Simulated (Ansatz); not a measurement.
Crystal: Fe.

```
Fe
1.0
     0.00000    1.94174    1.96511
     1.49844    0.00000    1.96511
     1.49844    1.94174    0.00000
Fe
1
Direct
  0.00000 0.00000 0.00000
```

| Quantity | Value |
| --- | --- |
| Program | Ansatz 0.2.0 |
| Task | relaxation of cell and atoms |
| Functional | PBEsol |
| Dispersion | D3(BJ)-ATM |
| Potentials or basis | Ansatz PAW |
| Cutoff | 420 eV (not typed: the program's choice for these potentials) |
| k mesh | 13 × 13 × 13 |
| Occupations | fermi-dirac, width 0.05 eV |
| Spin | collinear spin, ferromagnetic start |
| Starting moments | [3.0] μB |

At the start: volume 11.44 Å³/atom.

Task: How do energy, volume and symmetry change on relaxing?

Result: It ends after 6 steps and the volume is 10.60 Å³/atom (-7.3 %); space group Im-3m (No. 229, to 0.05 Å); moment 2.03 μB per cell.

Step by step:
| step | energy change (eV) | largest force (eV/Å) | volume (Å³) |
| --- | --- | --- | --- |
| 1 | 0.0000 | 0.0000 | 11.44 |
| 2 | -0.0448 | 0.0000 | 10.95 |
| 3 | -0.0596 | 0.0000 | 10.48 |
| 4 | -0.0606 | 0.0000 | 10.61 |
| 5 | -0.0607 | 0.0000 | 10.60 |
| 6 | -0.0602 | 0.0000 | 10.60 |

Final structure:
```
Fe
1.0
     0.00000    1.95672    1.95690
     1.38402    0.00000    1.95690
     1.38402    1.95672    0.00000
Fe
1
Direct
  0.00000 0.00000 0.00000
```

Caveat: the plane-wave basis is chosen anew once the cell has moved, so the energies of steps on either side of that aren't comparable; pairwise dispersion overbinds metals, which lowers pressure and volume; the PAW data sets come from PBE, with cores solved anew for the run's functional, which leaves a small shift of forces and pressure.
